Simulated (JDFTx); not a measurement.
Runs of JDFTx 1.7.0 (patched build) on Ta. Symmetry: Im-3m, No. 229, cubic system. The conventional cell has a = 3.303 Å, b = 3.303 Å, c = 3.303 Å, α = 90.00°, β = 90.00°, γ = 90.00°. Around Ta (site symmetry m-3m) lie 8 Ta at 2.86 Å. 

```tsv
task	level	potentials or basis	cell	k mesh	cutoff (eV)	further solve for the empty bands	gap on the mesh (eV)	pressure (GPa)	relaxed volume (Å³/atom)
single point	PBEsol	PseudoDojo-SR-PBEsol-0.4.1-standard with smoothed tails	as given	11 × 11 × 11	789	yes	none	-4.2	-
relaxation of cell and atoms	PBE	SG15-PBE-1.2 with smoothed tails	relaxed	9 × 9 × 9	1088	no	none	0.0	18.38
relaxation of cell and atoms	PBE	PseudoDojo-SR-PBE-0.5-standard with smoothed tails	relaxed	9 × 9 × 9	789	no	none	0.0	(a)
relaxation of cell and atoms	PBE	PseudoDojo-SR-PBE-0.5-stringent with smoothed tails	relaxed	9 × 9 × 9	1796	no	none	0.0	18.27
```

Alike in all rows: no spin polarisation; smearing fermi-dirac 0.05 eV.

Problem. Fill in the values left out.

Solution. (a) 18.33.

A k mesh can miss the band edges, and the runs leave out spin-orbit coupling on Ta.

A gap of «none» marks a metal or a gap under the smearing width.

The runs don't all hold the same shells in valence.
